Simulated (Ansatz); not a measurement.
Set up this calculation in Ansatz 0.2.0, as the native input.

* Task: single point
* Functional: PBE
* Potentials or basis: Ansatz PAW
* Cutoff: 420 eV (not typed: the program's choice for these potentials)
* k mesh: 5 × 5 × 3
* Occupations: fermi-dirac, width 0.05 eV
* Spin: no spin polarisation

Crystal: CuO.

```
Cu O
1.0
     1.99097   -2.15355    0.00000
     1.99097    2.15355    0.00000
     0.00000    0.00000    5.15593
Cu O
2 2
Direct
  0.50000 0.00000 0.00000
  0.00000 0.50000 0.50000
  0.50000 0.50000 0.25000
  0.50000 0.50000 0.75000
```

Measurements of this composition are mostly on another form, of space group No. 15.

The input as run:

input.yaml

```yaml
crystal:
  lattice:
    - [1.990968, -2.15355, 0.0]
    - [1.990968, 2.15355, 0.0]
    - [0.0, 0.0, 5.155928]
  atoms:
    - { symbol: Cu, position: [0.5, 0.0, 0.0] }
    - { symbol: Cu, position: [0.0, 0.5, 0.5] }
    - { symbol: O, position: [0.5, 0.5, 0.25] }
    - { symbol: O, position: [0.5, 0.5, 0.75] }
hamiltonian:
  xc: pbe
  pseudopotentials: { kind: paw }
kpoints:
  mp_grid: { grid: [5, 5, 3] }
scf:
  occupations: { method: fermi_dirac, width: 0.05 }
output:
  forces: true
  stress: true
  eigenvalues: true
  write_density: true
  write_potential: true
  elf: true
  volumetric_format: npy
```

Potentials or basis: Ansatz PAW.

Run with:

```bash
$ ansatz run input.yaml --threads 2 --pin off --max-ram 5632MiB --backend cpu --events-out ev --progress --plain --runs-dir out
```

Results of the run:

```json
{"Pressure": "1.2 GPa", "Band gap on the k mesh": "none (metal or under the smearing width)"}
```

Caveat: the k mesh is coarse (spacing up to 0.43 Å⁻¹), so the values aren't converged; the pressure holds a Pulay correction of +0.6 GPa for the finite cutoff; the run has no spin polarisation, though such a crystal can be magnetic; semilocal functionals often make such compounds metallic where correlation or magnetic order opens a gap, which also shifts bond lengths.

It took 0.86 s on 2 threads of Arm Neoverse V2, with other jobs on the host, peak memory 0.3 GiB.
